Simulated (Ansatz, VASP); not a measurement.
# Hf18O35: VASP beside Ansatz, part 2 of 2

Aim: how closely do two programs agree when they are given the same cell, functional and k mesh?  The structure shown is the end of the VASP relaxation below.

VASP 6.6.1 and Ansatz 0.2.0.

So far: The starting structure; VASP: relaxation, PBEsol.

### 3. Ansatz: single point, PBEsol

Level of this step: Ansatz beside VASP: Kohn-Sham DFT, plane waves, PBEsol (Ansatz).

Ansatz runs on its default PAW (the set named soft_2) files.

The same cell, functional, mesh and smearing now go to Ansatz, which takes its cutoff from its data sets.

File input.yaml:

```yaml
crystal:
  lattice:
    - [0.0, 7.52764478, 7.52764478]
    - [7.52764478, 0.0, 7.52764478]
    - [5.01842985, 5.01842985, 0.0]
  atoms:
    - { symbol: Hf, position: [0.99983945, 0.99956612, 0.00172404] }
    - { symbol: Hf, position: [0.99993161, 0.99971804, 0.49869514] }
    - { symbol: Hf, position: [6.732e-05, 0.33093465, 0.00187044] }
    - { symbol: Hf, position: [0.00383176, 0.33198274, 0.49677994] }
    - { symbol: Hf, position: [0.00058027, 0.66738322, 0.99881691] }
    - { symbol: Hf, position: [0.00063906, 0.66609417, 0.49901143] }
    - { symbol: Hf, position: [0.3311667, 0.99964971, 0.00219441] }
    - { symbol: Hf, position: [0.33230851, 0.00369251, 0.49670088] }
    - { symbol: Hf, position: [0.33230669, 0.33228176, 0.00451122] }
    - { symbol: Hf, position: [0.332862, 0.33276698, 0.49838758] }
    - { symbol: Hf, position: [0.33253703, 0.66744478, 0.99882799] }
    - { symbol: Hf, position: [0.33395016, 0.66585281, 0.50089388] }
    - { symbol: Hf, position: [0.66744219, 0.00052798, 0.99886147] }
    - { symbol: Hf, position: [0.66611088, 0.00060576, 0.49905986] }
    - { symbol: Hf, position: [0.66750959, 0.3324958, 0.9987723] }
    - { symbol: Hf, position: [0.66589582, 0.33393292, 0.50085906] }
    - { symbol: Hf, position: [0.66632084, 0.66608802, 0.00028021] }
    - { symbol: Hf, position: [0.66569277, 0.66548471, 0.50237599] }
    - { symbol: O, position: [0.2488706, 0.24865995, 0.87765606] }
    - { symbol: O, position: [0.24784741, 0.58692253, 0.37538762] }
    - { symbol: O, position: [0.2504576, 0.5832465, 0.8721446] }
    - { symbol: O, position: [0.25138997, 0.91595729, 0.36890724] }
    - { symbol: O, position: [0.24934229, 0.91647462, 0.88037328] }
    - { symbol: O, position: [0.58704966, 0.24772536, 0.37537539] }
    - { symbol: O, position: [0.58339298, 0.2503204, 0.87215804] }
    - { symbol: O, position: [0.58389834, 0.58375604, 0.37992953] }
    - { symbol: O, position: [0.58118605, 0.58103285, 0.87162128] }
    - { symbol: O, position: [0.58919931, 0.91125985, 0.37455829] }
    - { symbol: O, position: [0.57495378, 0.92679704, 0.87236985] }
    - { symbol: O, position: [0.91618473, 0.25119565, 0.36883938] }
    - { symbol: O, position: [0.91671471, 0.24912779, 0.88033756] }
    - { symbol: O, position: [0.91144774, 0.58900825, 0.37458379] }
    - { symbol: O, position: [0.92704037, 0.57474221, 0.87235875] }
    - { symbol: O, position: [0.91573233, 0.91552443, 0.37209086] }
    - { symbol: O, position: [0.91794899, 0.91775816, 0.87670616] }
    - { symbol: O, position: [0.08198518, 0.08168671, 0.12808675] }
    - { symbol: O, position: [0.08631094, 0.0860711, 0.61901079] }
    - { symbol: O, position: [0.08736753, 0.41396178, 0.13482973] }
    - { symbol: O, position: [0.08891339, 0.41206576, 0.61189331] }
    - { symbol: O, position: [0.08468306, 0.74828768, 0.12331178] }
    - { symbol: O, position: [0.0804222, 0.75336006, 0.62546797] }
    - { symbol: O, position: [0.41413902, 0.08718747, 0.13484208] }
    - { symbol: O, position: [0.41223298, 0.08877121, 0.61190699] }
    - { symbol: O, position: [0.41227072, 0.41215694, 0.13315387] }
    - { symbol: O, position: [0.41737898, 0.41722461, 0.62056658] }
    - { symbol: O, position: [0.42191119, 0.74646129, 0.12207966] }
    - { symbol: O, position: [0.41302535, 0.75281217, 0.62627373] }
    - { symbol: O, position: [0.74848038, 0.08452024, 0.12327766] }
    - { symbol: O, position: [0.7535196, 0.08025125, 0.62548165] }
    - { symbol: O, position: [0.74665439, 0.42174064, 0.1220733] }
    - { symbol: O, position: [0.75298715, 0.41287112, 0.62622288] }
    - { symbol: O, position: [0.75099997, 0.75082055, 0.11209957] }
    - { symbol: O, position: [0.74918348, 0.74899053, 0.63617841] }
hamiltonian:
  xc: pbesol
  pseudopotentials: { kind: paw }
kpoints:
  mp_grid: { grid: [2, 2, 2] }
scf:
  occupations: { method: gaussian, width: 0.05 }
  n_extra_bands: 17
output:
  forces: true
  eigenvalues: true
  write_density: true
  write_potential: true
  elf: true
  volumetric_format: npy
```

Launch:

```console
$ ansatz run input.yaml --threads 8 --pin off --max-ram 18432MiB --backend cpu --events-out ev --progress --plain --runs-dir out
```

Numbers of over 12 decimals in the logs are rounded to 6 here.

The program printed:

```text
scf.n_extra_bands = 17 over 339 filled bands (N_el = 678.0): the run solves 356 bands
Engine: ansatz 0.2.0, aarch64-unknown-linux-gnu
Pseudopotentials: kind: paw
Pseudopotential: Hf, paw, valence charge 26, recommended cutoff 420 eV (normal), Hf.paw.azcp
Pseudopotential: O, paw, valence charge 6, recommended cutoff 420 eV (normal), O.paw.azcp
Functional definition: PBEsol
  exchange = pbesol_x
  correlation = pbesol_c
Crystal: 53 atoms, lattice volume = 568.743 Å³
Basis set: ecut = 420 eV, 11123 PW (Γ), exchange–correlation on 144×144×96 points (8 copies of the dense FFT grid, shifted against one another)
Bands: 356, of which v1, the nominal top of the filled ones, is band 339 counted from 1 (338 counted from 0)
Symmetry: 1 space group operations
Space group: P1 (ITA 1), of the structure as read, at distance tolerance 8.3e-5 Å
k-points: 8
Non-local potential: Hf, projectors of the file, l = 0: 3, l = 1: 2, l = 2: 2, l = 3: 3
Non-local potential: O, projectors of the file, l = 0: 2, l = 1: 2, l = 2: 1
PAW form: soft (Blöchl's): semilocal exchange-correlation on the pseudo side does not see the compensation charge
PAW frozen core: Hf, regenerated for the run's functional, and the local potential with it (the file was generated under x = pbe(κ = 0.804, μ = 0.219515), c = pbe(β = 0.066725))
PAW frozen core: O, regenerated for the run's functional, and the local potential with it (the file was generated under x = pbe(κ = 0.804, μ = 0.219515), c = pbe(β = 0.066725))
PAW one-centre angular grid: Hf, 590 points (default); XC on 64 Gauss nodes
PAW one-centre angular grid: O, 110 points (default); XC on 64 Gauss nodes
Initial density: superposition of atomic densities (neutral atoms: chi_scale 0, normalization atom), corrected by the library's trained network
Initial wavefunctions: pseudopotential atomic-orbital guess
Functional: x = pbesol(κ = 0.804, μ = 0.123457), c = pbesol(β = 0.046)
SCF iter   1: F=—  HF=-300487.387060 eV  |F-HF|=—  |Δ(HF+E_count)|=         —  Δρ=1.84e-2  dr2=1.81e0  ethr=1.77e-3  ⟨swp⟩=5.0  Hψ=10039  notcnv=0
preconditioner: auto → Resta (q_TF=auto, 2.809 Å⁻¹)  ε∞=6.8  [insulator: Δε(μ)=1.356 eV  Ē_g=16.336 eV  σ=0.050 eV  W_gap=1.00  n_scr=214 (ndim 8)  ℏωp=39.5 eV  f_vac=0.057  D(μ)=0.00/eV (n_scr^D=0)  ε∞_Penn≈6.8]
SCF iter   2: F=—  HF=-300486.950348 eV  |F-HF|=—  |Δ(HF+E_count)|=   4.37e-1  Δρ=4.12e-3  dr2=1.40e-1  ethr=2.67e-4  ⟨swp⟩=2.4  Hψ=5680  notcnv=0  defer=93
SCF iter   3: F=—  HF=-300486.928453 eV  |F-HF|=—  |Δ(HF+E_count)|=   2.19e-2  Δρ=2.39e-3  dr2=5.61e-2  ethr=2.06e-5  ⟨swp⟩=2.0  Hψ=2821  notcnv=0  defer=93
SCF iter   4: F=—  HF=-300486.916086 eV  |F-HF|=—  |Δ(HF+E_count)|=   1.24e-2  Δρ=6.93e-4  dr2=3.06e-3  ethr=8.27e-6  ⟨swp⟩=3.2  Hψ=5408  notcnv=0  defer=93
SCF iter   5: F=—  HF=-300486.912061 eV  |F-HF|=—  |Δ(HF+E_count)|=   4.03e-3  Δρ=3.05e-4  dr2=5.78e-4  ethr=4.52e-7  ⟨swp⟩=2.1  Hψ=6367  notcnv=0  defer=80
SCF iter   6: F=—  HF=-300486.911980 eV  |F-HF|=—  |Δ(HF+E_count)|=   8.12e-5  Δρ=1.06e-4  dr2=5.86e-5  ethr=8.53e-8  ⟨swp⟩=3.0  Hψ=4946  notcnv=0  defer=80
SCF iter   7: F=—  HF=-300486.910880 eV  |F-HF|=—  |Δ(HF+E_count)|=   1.10e-3  Δρ=4.98e-5  dr2=1.26e-5  ethr=8.64e-9  ⟨swp⟩=2.0  Hψ=5353  notcnv=0  defer=80
SCF iter   8: F=—  HF=-300486.910880 eV  |F-HF|=—  |Δ(HF+E_count)|=   3.14e-7  Δρ=1.40e-5  dr2=1.42e-6  ethr=1.86e-9  ⟨swp⟩=2.0  Hψ=5448  notcnv=0  defer=80
SCF iter   9: F=—  HF=-300486.910880 eV  |F-HF|=—  |Δ(HF+E_count)|=   3.19e-7  Δρ=7.89e-6  dr2=3.38e-7  ethr=2.09e-10  ⟨swp⟩=2.4  Hψ=5484  notcnv=0  defer=80
SCF iter  10: F=-300486.910880 eV  HF=-300486.910880 eV  |F-HF|=5.67e-8  |Δ(HF+E_count)|=   1.01e-7  Δρ=3.63e-6  dr2=7.75e-8  ethr=1.47e-11  ⟨swp⟩=16.1  Hψ=31017  notcnv=0
SCF 1 converged in 10 iterations: F = -300486.910880 eV  dr2 = 7.75e-8
  greatest PAW one-centre occupation: 0.999 electrons in one spin orbital (limit 2), on the Hf atom at site 0 (counted from 0), in its partial waves of l = 3
SCF converged after 10 iterations
Free energy (F): -300486.910880 eV
Harris-Foulkes:  -300486.910880 eV  (|F-HF|=5.67e-8)
Internal energy: -300486.910880 eV  (E = F + TS)
E sigma→0 (E₀):  -300486.910880 eV
Fermi energy:    19.584130 eV
--- Per-component energies (eV) ---
  E_band       = 1196.977026
  E_kinetic    = 13741.017572
  E_local      = -102162.707250  (includes V_loc(G=0)·N_el)
  E_nonlocal   = -20580.794538
  E_hartree    = 46960.705352
  E_xc         = -7919.476216
  E_vxc        = -8076.859983  (∫ρ·V_xc dr)
  E_paw        = -127851.731774  (= ΣΔE_a)
  E_vpaw       = 24354.815525  (= ΣTr[D̂ρ^β])
  E_aug_tail   = 0.085986  (compensation charges beyond the density's cutoff)
  E_ewald      = -102697.764737
  E_core_change = 23.754725  (= ΣΔE_core)
  E_smearing   = -0.000000  (= −TS)
  E_closure    = -0.000000  (closes the sum)
  Σ components = -300486.910880   (vs F -300486.910880, Δ=0.00e0)
--- Forces (eV/Å), atoms counted from 1 ---
  atom   1  Hf     0.01208521    -0.00185297    -0.01098971
  atom   2  Hf    -0.01227317    -0.02895833     0.02400769
  atom   3  Hf    -0.00061374     0.01687715    -0.05367296
  atom   4  Hf    -0.12065455     0.10313571     0.11555925
  atom   5  Hf    -0.00456691    -0.01374678     0.00235428
  atom   6  Hf    -0.01557569     0.01723019     0.00184224
  atom   7  Hf     0.01687599    -0.01677495    -0.03788171
  atom   8  Hf     0.10755113    -0.12244813     0.10668010
  atom   9  Hf     0.10106562     0.10754233    -0.12620324
  atom  10  Hf    -0.08915195    -0.08919249    -0.04724073
  atom  11  Hf     0.00186288    -0.04987400     0.01325219
  atom  12  Hf    -0.02123436     0.02698466    -0.03245783
  atom  13  Hf    -0.02426388    -0.00143382     0.01236035
  atom  14  Hf     0.00890955    -0.00563305     0.01244127
  atom  15  Hf    -0.05679692     0.01846245     0.01214677
  atom  16  Hf     0.00965023    -0.01074206    -0.02988734
  atom  17  Hf    -0.01337077    -0.01074490     0.02163431
  atom  18  Hf     0.00927440     0.00832468    -0.04315481
  atom  19  O      0.00193756     0.00261678    -0.01035964
  atom  20  O      0.01122074     0.00554689     0.00426293
  atom  21  O     -0.00989940    -0.00258968     0.00774191
  atom  22  O     -0.01712744    -0.00919237     0.00767115
  atom  23  O      0.02091199     0.01361079     0.00951343
  atom  24  O      0.00425826     0.00949000     0.00414960
[...]
atom  46  O     -0.01634360     0.02071311     0.01657103
  atom  47  O      0.02271603    -0.01458334     0.01385844
  atom  48  O      0.00801310    -0.00391952     0.00146459
  atom  49  O     -0.00684583     0.00701236     0.01115436
  atom  50  O      0.01871712    -0.01939401     0.01610144
  atom  51  O     -0.01219455     0.02403911     0.01133944
  atom  52  O     -0.02449841    -0.02596421    -0.01727166
  atom  53  O      0.03314957     0.02962842    -0.00914520
  max |Σ_I F_I| component: 4.86e-5 eV/Å
--- Band table (eV; the first three rows and the last of 8) ---
  k-point 0: bands = [... 335 lower, 15.7184, 15.7312, 15.7316, 18.9445, 20.2655, 20.2830, 20.4514, 20.4597, ... 13 higher]
  k-point 1: bands = [... 335 lower, 15.6242, 15.7953, 15.8637, 19.0109, 20.4524, 20.5482, 20.6446, 20.7169, ... 13 higher]
  k-point 2: bands = [... 335 lower, 15.9887, 16.0836, 16.2758, 19.0085, 20.0950, 20.4400, 20.5839, 20.6074, ... 13 higher]
  k-point 7: bands = [... 335 lower, 15.8897, 15.9220, 15.9891, 19.0749, 20.5098, 20.5756, 20.7044, 20.7221, ... 13 higher]
```

Elapsed: 66 s, on 8 threads of Arm Neoverse N1, shared host; peak memory 6.9 GiB.

Reading the cycles: dr2 is the Hartree energy of the density residual (eV), the measure of convergence; HF is the Harris–Foulkes estimate of the energy, which meets the free energy F at convergence.

### 4. Comparison

Known differences besides the PAW data sets themselves: the data sets hold 678 valence electrons in Ansatz (default PAW (the set named soft_2) files) and 282 in VASP; the cutoff is 420 eV in Ansatz and 400 eV in VASP (PREC = Normal, projectors in real space); Ansatz makes its cores anew for this functional, VASP keeps those of its PBE data sets. Total energies have different zeros and are not compared.

Compared:

| quantity | Ansatz | VASP | difference |
| --- | --- | --- | --- |
| gap on the k mesh (eV) | 1.020 | 1.007 | +0.013 |

At this near-relaxed geometry the largest component of a force difference is 119 meV/Å.

### 5. Further runs

The difference is large enough to ask for its cause, so further runs change the set-up of one program at a time, as the table lists.

| run | r.m.s. force difference (meV/Å) |
| --- | --- |
| as above | 32 |
| cores kept as stored, as VASP does, whose cores stay as stored | 32 |
| Ansatz's larger PAW set (cutoff 900 eV) | 32 |
| norm-conserving potentials (cutoff 1143 eV) | 30 |

### 6. What came out

| Property | Result |
| --- | --- |
| r.m.s. force difference (single point, PBEsol) | 32 meV/Å |

In words: The r.m.s. force difference is 32 meV/Å (single point, PBEsol), beyond the 12 meV/Å picked in this series as the mark of a large difference. For single point, PBEsol: no further run halves the r.m.s. force difference; only Ansatz's side was varied, and Ansatz's runs with other potentials lie closer to each other than to VASP, which for this quantity points to VASP's side; this was not tested here. Differences of this kind measure data sets and numerical settings, not the functional's error against experiment.

[Lines on the potential files, build, host, timing and source positions are cut from VASP's logs without a mark.]

[Logs are printed without paths, hosts, clocks, repeated set-up lines and the standing remarks that a program may print on its own settings, such as how far it seeks lower states.]

[Hosts, paths, dates, database ids (printed as entryN), source tags and the programs' standing remarks are cut or masked in the printed files.]
